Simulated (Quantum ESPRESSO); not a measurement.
## SnO2 (Cassiterite) under changes of volume

One of the cells (11.922 Å³/atom); the others are scaled copies at fixed shape and fractional positions:

```
CELL_PARAMETERS angstrom
4.73800 0.00000 0.00000
0.00000 4.73800 0.00000
0.00000 0.00000 3.18650
ATOMIC_POSITIONS crystal
Sn 0.50000 0.50000 0.50000
Sn 0.00000 0.00000 0.00000
O 0.80710 0.19290 0.50000
O 0.69290 0.69290 0.00000
O 0.19290 0.80710 0.50000
O 0.30710 0.30710 0.00000
```

| Property | Result |
| --- | --- |
| Program | Quantum ESPRESSO 7.5 |
| Functional | PBE |
| Potentials or basis | GBRV 1.5 PBE |
| Cutoff | 612 eV |
| Density cutoff | 4898 eV |
| k mesh | 6 × 6 × 8 |
| Occupations | fermi-dirac, width 0.05 eV |
| Spin | no spin polarisation |

| volume (Å³/atom) | energy over the lowest point (meV/atom) | gap on the mesh (eV) | largest force (eV/Å) |
| --- | --- | --- | --- |
| 11.207 | 110.64 | 2.04 | 0.564 |
| 11.445 | 73.18 | 1.78 | 0.463 |
| 11.684 | 44.36 | 1.53 | 0.368 |
| 11.922 | 23.45 | 1.29 | 0.281 |
| 12.161 | 9.51 | 1.06 | 0.199 |
| 12.399 | ? | ? | ? |
| 12.637 | 0.00 | 0.64 | 0.053 |

Task: What does the run at 12.399 Å³/atom give?

Result: Energy over the lowest point 1.98 meV/atom; gap on the mesh 0.85 eV; largest force 0.124 eV/Å.

Worked out: A Birch-Murnaghan fit of order 3 (a polynomial in V^(-2/3)) to the other rows has its minimum at 12.60 Å³/atom with B0 = V·E''(V) = 183 GPa and B' = 4.7 at fixed shape and positions, which overstates the stiffness. It gives 1.93 meV/atom at 12.399 Å³/atom, against the run's 1.98. A straight line through the other rows of the gap, of slope -11.7 eV per unit of ln V (its deformation potential), gives 0.84 eV, against the run's 0.85.

Energies are extrapolated to zero smearing.

Caveats: the cutoff lies well under what these potentials need, so the values aren't converged; spin-orbit coupling is left out, which moves the levels of the heavy elements.
